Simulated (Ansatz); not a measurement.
This cell of RuO$_{2}$ (rutile) is off equilibrium:

```
RuO2
1.0
    4.43105     0.00000     0.00000
    0.00000     4.43105     0.00000
    0.00000     0.00000     3.05535
Ru O
2 4
Cartesian
  2.21553   2.21553   1.52767
  0.00000   0.00000   0.00000
  3.56716   3.56716   1.52767
  1.35163   3.07942   0.00000
  3.07942   1.35163   0.00000
  0.86389   0.86389   1.52767
```

The numbers are results of PBE (plane waves to 420 eV, PAW, scalar-relativistic; Ansatz, an electronic-structure program), not measurements. k mesh 10×10×15 (Γ-centred), Fermi-Dirac smearing 0.05 eV. Energies are smeared free energies. Stress and pressure are positive under compression. RuO2 is run without spin polarisation and with no Hubbard U. RuO2 was relaxed with its symmetry unable to fall.

Q: What is the stress tensor (GPa)?

A: 
```
   17.2      0.0      0.0
    0.0     17.2      0.0
    0.0      0.0     21.5
```
The pressure, a third of the trace, is 18.7 GPa.

Q: It is the relaxed cell scaled evenly to V/V₀ = 0.940, atoms relaxed where free. What is its energy relative to the relaxed cell?

A: 35 meV/atom.

(Under strain, the slope of the energy per volume gives the stress and its curvature an elastic modulus.)
